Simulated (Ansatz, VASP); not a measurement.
## Two plane-wave programs on Si2Mo

```xyz
3
Lattice="-1.5893 1.5893 3.8979 1.5893 -1.5893 3.8979 1.5893 1.5893 -3.8979" Properties=species:S:1:pos:R:3 pbc="T T T"
Si    0.0000    0.0000    2.6085
Si    0.0000    0.0000    5.1872
Mo    0.0000    0.0000    0.0000
```

Alike in both runs: functional PBE; dispersion D3(BJ); k mesh 11 × 11 × 11; occupations fermi-dirac, width 0.05 eV; no spin polarisation.

Ansatz relaxed the structure, and its values are those at the end. VASP's run is a single point on that final structure, the one shown.

```csv
,VASP,Ansatz
version,VASP 6.6.1,Ansatz 0.2.0
potentials or method,"VASP PAW PBE potentials, release 64 (Si, Mo_sv)","plane waves, PAW"
plane-wave cutoff (eV),520,420
valence electrons in the cell,22,22
```

VASP gave:

| Property | Result |
| --- | --- |
| pressure (GPa) | 0.2 |
| dispersion energy (meV/atom) | -589.3 |

Question: What did Ansatz give for the same quantities?

Answer: Pressure (GPa): 0.0; dispersion energy (meV/atom): -589.4.

Ansatz warned: «stress_scf_threshold_loose».

Caveats: pairwise dispersion overbinds metals, which lowers pressure and volume.
